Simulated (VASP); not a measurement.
# Pm (Fm-3m) in VASP: further runs

The runs below take Pm through single point, with LDA.

Everything below comes from runs of VASP 6.6.1. Logs are shortened: lines on timing, memory, paths and dates and some standing lists are left out, and cuts for length are marked.

## Step 1: The structure

The structure is cubic, space group Fm-3m (No. 225). Conventional cell: a = 5.168 Å, b = 5.168 Å, c = 5.168 Å, α = 90.00°, β = 90.00°, γ = 90.00°. Around Pm (site symmetry m-3m) lie 12 Pm at 3.65 Å.

This isn't the form of Pm at room conditions, which is double hcp.

## Step 2: Single point, LDA, collinear spin, ferromagnetic start

Contents of INCAR:

```
PREC     = Low            # precision mode
ENCUT    = 550            # plane-wave cutoff, eV
EDIFF    = 1E-6           # SCF threshold, eV
ISMEAR   = -1             # smearing method
SIGMA    = 0.2            # smearing width, eV
LREAL    = F              # projectors in reciprocal space
LASPH    = T              # aspherical terms in the spheres
NELM     = 100            # most SCF steps
ALGO     = Normal         # electronic algorithm
ISIF     = 2              # what is computed and relaxed
LWAVE    = F              # write WAVECAR
LCHARG   = F              # write CHGCAR
ISPIN    = 2              # spin polarisation
MAGMOM   = 4              # initial moments
LORBIT   = 11             # projections on sites
LMAXMIX  = 6              # l up to which the mixer works
GGA      = CA             # functional
NBANDS   = 18             # bands
ADDGRID  = F
```

Contents of KPOINTS:

```
Automatic mesh
0
Gamma
  9 9 9
```

Contents of POSCAR:

```
Pm
1.0
   -0.0555010000      2.5655700000      2.5293400000
    2.5242190000     -0.0080540000      2.4818930000
    2.6229240000      2.6168280000     -0.1067590000
Pm
1
Direct
    0.0077670000      0.0042080000     -0.0216400000
```

Potentials or basis: VASP PAW PBE potentials, release 64 (Pm).

The run is started by

```console
cat potpaw_PBE.64/Pm/POTCAR > POTCAR
mpirun -np 1 vasp_std > vasp.out
```

OUTCAR:

```text
PREC = Low
   ENCUT = 550
   EDIFF = 1E-6
   ISMEAR = -1
   LREAL = F
   LASPH = T
   NELM = 100
   ISIF = 2
   ISPIN = 2
   LORBIT = 11
   GGA = CA

 Found    365 irreducible k-points:

 Following reciprocal coordinates:
            Coordinates               Weight
  0.000000  0.000000  0.000000      1.000000
  0.111111  0.000000  0.000000      2.000000
  0.222222  0.000000  0.000000      2.000000
  0.333333 -0.000000  0.000000      2.000000
  0.444444  0.000000  0.000000      2.000000
  0.000000  0.111111 -0.000000      2.000000
   k-points           NKPTS =    365   k-points in BZ     NKDIM =    365   number of bands    NBANDS=     18
   number of dos      NEDOS =    301   number of ions     NIONS =      1
   total plane-waves  NPLWV =  11520
   dimension x,y,z NGX =    24 NGY =   20 NGZ =   24
   dimension x,y,z NGXF=    24 NGYF=   24 NGZF=   24
   ions per type =               1
   NGX,Y,Z   is equivalent  to a cutoff of  11.07,  9.39, 10.76 a.u.
   NGXF,Y,Z  is equivalent  to a cutoff of  11.07, 11.27, 10.76 a.u.
 SYSTEM =  unknown system
   PREC   = low       normal or accurate (medium, high low for compatibility)
   ISTART =      0    job   : 0-new  1-cont  2-samecut
   ICHARG =      2    charge: 1-file 2-atom 10-const
   ISPIN  =      2    spin polarized calculation?
   LNONCOLLINEAR =      F non collinear calculations
   LSORBIT =      F    spin-orbit coupling
   LASPH  =      T    aspherical Exc in radial PAW
   ENCUT  =  550.0 eV  40.42 Ry    6.36 a.u.   6.89  6.77  7.09*2*pi/ulx,y,z
   NELM   =    100;   NELMIN=  2; NELMDL= -5     # of ELM steps
   EDIFF  = 0.1E-05   stopping-criterion for ELM
[... 19 lines left out ...]
     AMIX_MAG =   1.60;   BMIX_MAG =  1.00
  volume/ion in A,a.u.               =      34.51       232.91
  Fermi-wavevector in a.u.,A,eV,Ry     =   1.240052  2.343359 20.922083  1.537730
  Thomas-Fermi vector in A             =   2.374509
   LORBIT       =     11    0 simple, 1 ext, 2 COOP (PROOUT), +10 PAW based schemes
[... 5 lines left out ...]
   LRPA    =     F    only Hartree local field effects (RPA)
 spin polarized calculation
  energy-cutoff  :      550.00
  volume of cell :       34.51
 maximum number of plane-waves:      1031
   NGX = 13   NGY = 13   NGZ = 15

 number of electron      15.0000021 magnetization       5.0937344

 Free energy of the ion-electron system (eV)
  ---------------------------------------------------
  ext. energy  EPLUGINS =         0.00000000
  ---------------------------------------------------
  free energy    TOTEN  =        -8.47199851 eV

  energy without entropy =       -7.53742113  energy(sigma->0) =       -8.00470982

 E-fermi :   5.5630     XC(G=0): -10.0579

 val. band max:        5.5627601844   @ k =   0.1111   0.0000   0.2222
 cond. band min:       5.5630904689   @ k =   0.2222   0.3333   0.2222
 fundamental gap:      0.0003302845
 Fermi energy:         5.5630273199

 spin component 1

 k-point     1 :       0.0000    0.0000    0.0000
  band No.  band energies     occupation
      1     -32.8913      1.00000
      2     -12.9613      1.00000
      3     -12.9015      1.00000
      4     -12.8554      1.00000
      5       1.4289      1.00000
      6       5.1100      0.90596
      7       5.2933      0.79389
      8       5.3271      0.76490
      9       5.3584      0.73562
     10       5.5779      0.48138
     11       5.5886      0.46808
     12       5.6105      0.44096
     13       6.8574      0.00154
     14       7.2618      0.00020
     15       7.7122      0.00002
     16       9.6410      0.00000
     17       9.8531      0.00000
     18      14.8853      0.00000

 k-point     2 :       0.1111    0.0000    0.0000
  band No.  band energies     occupation
      1     -32.8783      1.00000
      2     -13.0510      1.00000
      3     -12.9573      1.00000
      4     -12.8738      1.00000
      5       1.7754      1.00000
      6       5.0910      0.91373
      7       5.2933      0.79390
      8       5.3261      0.76576
      9       5.3715      0.72268
     10       5.5209      0.55251
     11       5.5484      0.51834
     12       5.5984      0.45589
     13       6.9166      0.00115
     14       7.1774      0.00031
     15       7.9171      0.00001
     16       9.5003      0.00000
     17       9.6977      0.00000
     18      15.5237      0.00000

 k-point     3 :       0.2222    0.0000    0.0000
  band No.  band energies     occupation
      1     -32.8449      1.00000
      2     -13.3711      1.00000
      3     -12.9907      1.00000
      4     -12.9184      1.00000
      5       2.6243      1.00000
      6       5.0842      0.91638
      7       5.2610      0.81905
      8       5.3505      0.74323
      9       5.4000      0.69320
     10       5.4386      0.65072
     11       5.4657      0.61928
     12       5.5995      0.45449
     13       6.6685      0.00396
     14       7.2678      0.00020
     15       8.1283      0.00000
     16       9.5349      0.00000
     17       9.7766      0.00000
     18      15.2493      0.00000

 k-point     4 :       0.3333   -0.0000    0.0000
  band No.  band energies     occupation
      1     -32.8067      1.00000
      2     -13.7160      1.00000
      3     -13.0244      1.00000
      4     -12.9680      1.00000
      5       3.3726      0.99998
      6       5.1799      0.87163
      7       5.2720      0.81077
      8       5.3343      0.75832
      9       5.3616      0.73246
     10       5.4637      0.62165
     11       5.4924      0.58740
     12       5.6022      0.45118
     13       6.7294      0.00292
     14       7.0376      0.00063
     15       7.8673      0.00001
     16      10.2377      0.00000
     17      10.6942      0.00000
     18      14.4264      0.00000

 k-point     5 :       0.4444    0.0000    0.0000
  band No.  band energies     occupation
      1     -32.7814      1.00000
      2     -13.9298      1.00000
      3     -13.0463      1.00000
      4     -12.9994      1.00000
      5       3.5977      0.99995
      6       5.1504      0.88726
      7       5.3037      0.78528
      8       5.3266      0.76536
      9       5.4220      0.66933
     10       5.5332      0.53719
     11       5.5432      0.52479
     12       5.6041      0.44886
     13       6.7539      0.00259
     14       7.3419      0.00014
     15       7.6051      0.00004
     16      11.0408      0.00000
     17      11.6732      0.00000
     18      14.2954      0.00000

 k-point     6 :       0.0000    0.1111   -0.0000
  band No.  band energies     occupation
      1     -32.8762      1.00000
      2     -13.0266      1.00000
      3     -12.9690      1.00000
      4     -12.9039      1.00000
      5       1.7952      1.00000
      6       5.0894      0.91437
      7       5.3057      0.78356
      8       5.3222      0.76924
      9       5.3625      0.73157
     10       5.5169      0.55734
     11       5.5410      0.52753
     12       5.5858      0.47158
     13       7.0688      0.00054
     14       7.2227      0.00025
     15       7.7683      0.00002
     16       9.4376      0.00000
     17       9.6363      0.00000
     18      15.5561      0.00000

 [... further k-points ...]

 spin component 2

 k-point     1 :       0.0000    0.0000    0.0000
  band No.  band energies     occupation
      1     -30.9335      1.00000
      2     -11.3952      1.00000
      3     -11.3261      1.00000
      4     -11.2738      1.00000
      5       2.1359      1.00000
      6       7.6855      0.00002
      7       7.7538      0.00002
      8       8.0814      0.00000
      9       8.1144      0.00000
     10       8.1298      0.00000
     11       8.1760      0.00000
     12       8.5734      0.00000
     13       8.5815      0.00000
     14       8.5966      0.00000
     15       8.6282      0.00000
     16      10.5511      0.00000
     17      10.7728      0.00000
     18      15.9029      0.00000

 k-point     2 :       0.1111    0.0000    0.0000
  band No.  band energies     occupation
      1     -30.9185      1.00000
      2     -11.4969      1.00000
      3     -11.3894      1.00000
      4     -11.2941      1.00000
      5       2.4956      1.00000
      6       7.3084      0.00016
      7       7.8067      0.00001
      8       8.0484      0.00000
      9       8.1152      0.00000
     10       8.1789      0.00000
     11       8.3115      0.00000
     12       8.3848      0.00000
     13       8.6075      0.00000
     14       8.6372      0.00000
     15       8.9708      0.00000
     16      10.4446      0.00000
     17      10.6406      0.00000
     18      16.5025      0.00000

 k-point     3 :       0.2222    0.0000    0.0000
  band No.  band energies     occupation
      1     -30.8803      1.00000
      2     -11.8575      1.00000
      3     -11.4269      1.00000
      4     -11.3435      1.00000
      5       3.3688      0.99998
      6       6.9010      0.00124
      7       7.7953      0.00001
      8       7.9706      0.00001
      9       8.1341      0.00000
     10       8.1942      0.00000
     11       8.2606      0.00000
     12       8.5029      0.00000
     13       8.6112      0.00000
     14       8.6806      0.00000
     15       9.1513      0.00000
     16      10.5466      0.00000
     17      10.7895      0.00000
     18      16.0707      0.00000

 k-point     4 :       0.3333   -0.0000    0.0000
  band No.  band energies     occupation
      1     -30.8364      1.00000
      2     -12.2425      1.00000
      3     -11.4643      1.00000
      4     -11.3982      1.00000
      5       4.1290      0.99923
      6       7.0711      0.00053
      7       7.6716      0.00003
      8       7.8700      0.00001
      9       8.1541      0.00000
     10       8.2170      0.00000
     11       8.2390      0.00000
     12       8.5684      0.00000
     13       8.6151      0.00000
     14       8.6229      0.00000
     15       8.8674      0.00000
     16      11.2510      0.00000
     17      11.7326      0.00000
     18      15.3101      0.00000

 k-point     5 :       0.4444    0.0000    0.0000
  band No.  band energies     occupation
      1     -30.8074      1.00000
      2     -12.4798      1.00000
      3     -11.4885      1.00000
      4     -11.4329      1.00000
      5       4.3502      0.99768
      6       7.5243      0.00006
      7       7.5906      0.00004
      8       7.9107      0.00001
      9       8.1657      0.00000
     10       8.2045      0.00000
     11       8.3278      0.00000
     12       8.4957      0.00000
     13       8.5580      0.00000
     14       8.6181      0.00000
     15       8.7917      0.00000
     16      12.0329      0.00000
     17      12.7118      0.00000
     18      15.2485      0.00000

 k-point     6 :       0.0000    0.1111   -0.0000
  band No.  band energies     occupation
      1     -30.9162      1.00000
      2     -11.4679      1.00000
      3     -11.4032      1.00000
      4     -11.3281      1.00000
      5       2.5145      1.00000
      6       7.3904      0.00011
      7       7.7618      0.00002
      8       8.0812      0.00000
      9       8.0999      0.00000
     10       8.1534      0.00000
     11       8.2001      0.00000
     12       8.5350      0.00000
     13       8.5904      0.00000
     14       8.6628      0.00000
     15       8.9101      0.00000
     16      10.3889      0.00000
     17      10.5851      0.00000
     18      16.5160      0.00000

 [... further k-points ...]
[... 5 lines left out ...]
  --------------------------------------------------------------------------------------
  -------------------------------------------------------------------------------------
  Total       -0.4906257     -0.4968665     -0.4540816     -0.0616867      0.0881455      0.2328618
  in kB      -22.7753543    -23.0650575    -21.0789390     -2.8635625      4.0918040     10.8096842
  external PRESSURE =     -22.3064503 kB  Pullay stress =       0.0000000 kB

 VOLUME and BASIS-vectors are now :
 -----------------------------------------------------------------------------
  energy-cutoff  :      550.00
  volume of cell :       34.51
      direct lattice vectors                 reciprocal lattice vectors
    -0.055501000  2.565570000  2.529340000    -0.188150331  0.196421533  0.191996440
     2.524219000 -0.008054000  2.481893000     0.199708474 -0.192047705  0.199180755
     2.622924000  2.616828000 -0.106759000     0.185079531  0.188976904 -0.187622612

 POSITION                                       TOTAL-FORCE (eV/Angst)
 -----------------------------------------------------------------------------------
      2.57635      2.58009     -0.07436         0.000000      0.000000     -0.000000
 -----------------------------------------------------------------------------------
    total drift:                                0.000103      0.000552      0.000032

  FREE ENERGIE OF THE ION-ELECTRON SYSTEM (eV)
  ---------------------------------------------------
  free  energy   TOTEN  =        -8.4719985086 eV

  energy  without entropy=       -7.5374211337  energy(sigma->0) =       -8.00470982

 total charge

# of ion       s       p       d       f       tot
--------------------------------------------------
    1        2.047   5.471   0.500   4.392  12.410

 magnetization (x)

# of ion       s       p       d       f       tot
--------------------------------------------------
    1        0.000   0.027   0.163   4.373   4.564
```

It took 1.9 min on 1 thread of Intel Xeon 6975P-C (Granite Rapids), shared host; peak memory 0.43 GiB.

The run converged, but some of its settings lie outside the range that counts as converged, so its numbers aren't taken as properties of the crystal.

Results:

```
Free energy                                           : -8.4720 eV
Pressure                                              : -2.2 GPa
Band gap on the k mesh                                : none (metal or under the smearing width)
Net moment                                            : 5.09 μB per cell
Site moments                                          : Pm +4.56 μB
Valence electrons inside the program's atomic spheres : Pm 12.41
```

Caveat: the magnetic or orbital state may not be the lowest; the PAW data sets were made with another functional, which shifts forces and pressure a little; spin-orbit coupling is left out, which moves the levels of the heavy elements.

## Step 3: Single point, LDA, collinear spin, ferromagnetic start

This run uses another cell than the first one, of the same volume but with other edges.

Edit INCAR of step 2 so:

```diff
@@ -1,2 +1,2 @@
-PREC     = Low            # precision mode
+PREC     = Normal         # precision mode
 ENCUT    = 550            # plane-wave cutoff, eV
```

KPOINTS is that of step 2.

Contents of POSCAR:

```
Pm
1.0
    0.0000000000      2.5841748100      2.5841748100
    2.5841748100      0.0000000000      2.5841748100
    2.5841748100      2.5841748100      0.0000000000
Pm
1
Direct
    0.0000000000      0.0000000000      0.0000000000
```

Potentials or basis: VASP PAW PBE potentials, release 64 (Pm).

The run is started by

```console
cat potpaw_PBE.64/Pm/POTCAR > POTCAR
mpirun -np 1 vasp_std > vasp.out
```

Wall time 14 s (1 thread of Intel Xeon 6975P-C (Granite Rapids), shared host); peak memory 0.16 GiB.

The run converged, but some of its settings lie outside the range that counts as converged, so its numbers aren't taken as properties of the crystal.

Results:

```
Free energy                                           : -8.4805 eV
Pressure                                              : -2.2 GPa
Band gap on the k mesh                                : none (metal or under the smearing width)
Net moment                                            : 5.09 μB per cell
Site moments                                          : Pm +4.56 μB
Valence electrons inside the program's atomic spheres : Pm 12.41
```

Caveat: the magnetic or orbital state may not be the lowest; the PAW data sets were made with another functional, which shifts forces and pressure a little; spin-orbit coupling is left out, which moves the levels of the heavy elements.

## Step 4: Single point, LDA, collinear spin, ferromagnetic start

INCAR is that of step 3.

KPOINTS is that of step 3.

Contents of POSCAR:

```
Pm
1.0
   -0.0555010000      2.5655700000      2.5293400000
    2.5242190000     -0.0080540000      2.4818930000
    2.6229240000      2.6168280000     -0.1067590000
Pm
1
Direct
    0.0077670000      0.0042080000     -0.0216400000
```

The run is started by

```console
cat potpaw_PBE.64/Pm/POTCAR > POTCAR
mpirun -np 1 vasp_std > vasp.out
```

Wall time 2 min (1 thread of Intel Xeon 6975P-C (Granite Rapids), shared host); peak memory 0.45 GiB.

The run converged, but some of its settings lie outside the range that counts as converged, so its numbers aren't taken as properties of the crystal.

Results:

```yaml
Free_energy: -8.4719 eV
Pressure: -2.2 GPa
Band_gap_on_the_k_mesh: none (metal or under the smearing width)
Net_moment: 5.09 μB per cell
Site_moments: Pm +4.56 μB
Valence_electrons_inside_the_program's_atomic_spheres: Pm 12.41
```

Caveat: the magnetic or orbital state may not be the lowest; the PAW data sets were made with another functional, which shifts forces and pressure a little; spin-orbit coupling is left out, which moves the levels of the heavy elements.

## Step 5: Single point, LDA, collinear spin, ferromagnetic start

This run uses another cell than the first one, of the same volume but with other edges.

Edit INCAR of step 4 so:

```diff
@@ -1,2 +1,2 @@
-PREC     = Normal         # precision mode
+PREC     = Accurate       # precision mode
 ENCUT    = 550            # plane-wave cutoff, eV
@@ -5,3 +5,3 @@
 SIGMA    = 0.2            # smearing width, eV
-LREAL    = F              # projectors in reciprocal space
+LREAL    = Auto         
 LASPH    = T              # aspherical terms in the spheres
```

KPOINTS is that of step 4.

Contents of POSCAR:

```
Pm
1.0
    0.0000000000      2.5841748100      2.5841748100
    2.5841748100      0.0000000000      2.5841748100
    2.5841748100      2.5841748100      0.0000000000
Pm
1
Direct
    0.0000000000      0.0000000000      0.0000000000
```

The run is started by

```console
cat potpaw_PBE.64/Pm/POTCAR > POTCAR
mpirun -np 1 vasp_std > vasp.out
```

Wall time 57 s (1 thread of Intel Xeon 6975P-C (Granite Rapids), shared host); peak memory 0.16 GiB.

These settings aren't checked as converged: the numbers below hold their error.

What came out:

| Quantity | Value |
| --- | --- |
| Free energy | -8.4805 eV |
| Pressure | -2.2 GPa |
| Band gap on the k mesh | none (metal or under the smearing width) |
| Net moment | 5.09 μB per cell |
| Site moments | Pm +4.56 μB |
| Valence electrons inside the program's atomic spheres | Pm 12.41 |

Caveat: the magnetic or orbital state may not be the lowest; the PAW data sets were made with another functional, which shifts forces and pressure a little; spin-orbit coupling is left out, which moves the levels of the heavy elements.
